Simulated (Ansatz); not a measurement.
Input and command of a plane-wave DFT calculation in Ansatz:

```yaml
crystal:
  lattice:
    - [-3.32544429, 3.32544429, 1.92238566]
    - [3.32544429, -3.32544429, 1.92238566]
    - [3.32544429, 3.32544429, -1.92238566]
  atoms:
    - { symbol: Si, position: [0.17880106, 0.17880106, 0.35760212] }
    - { symbol: Si, position: [0.82119894, 0.82119894, 0.64239788] }
    - { symbol: Si, position: [0.17880106, 0.82119894, 0.0] }
    - { symbol: Si, position: [0.82119894, 0.17880106, 0.0] }
basis:
  ecutwfc: 250.0
kpoints:
  mp_grid: { grid: [10, 10, 10] }
hamiltonian:
  xc: pbe
scf:
  occupations: { method: gaussian, width: 0.03 }
output:
  forces: true
  stress: true
  eigenvalues: true
```

```bash
ansatz run input.yaml --threads 1 --pin off --max-ram 2560MiB --backend cpu --events-out ev --progress --plain --runs-dir out
```

Processor: AMD EPYC (Zen 3), 1 thread, on a host shared with other jobs.

Task: Estimate time, memory and problem size.

Result: About 7.2 s on 1 thread of AMD EPYC (Zen 3) (shared host), peak memory 0.34 GiB. It solves 12 bands at 102 k points (the mesh reduced by the symmetry that the task leaves, which can be less than the crystal's) with about 757 plane waves, in 6 SCF iterations.
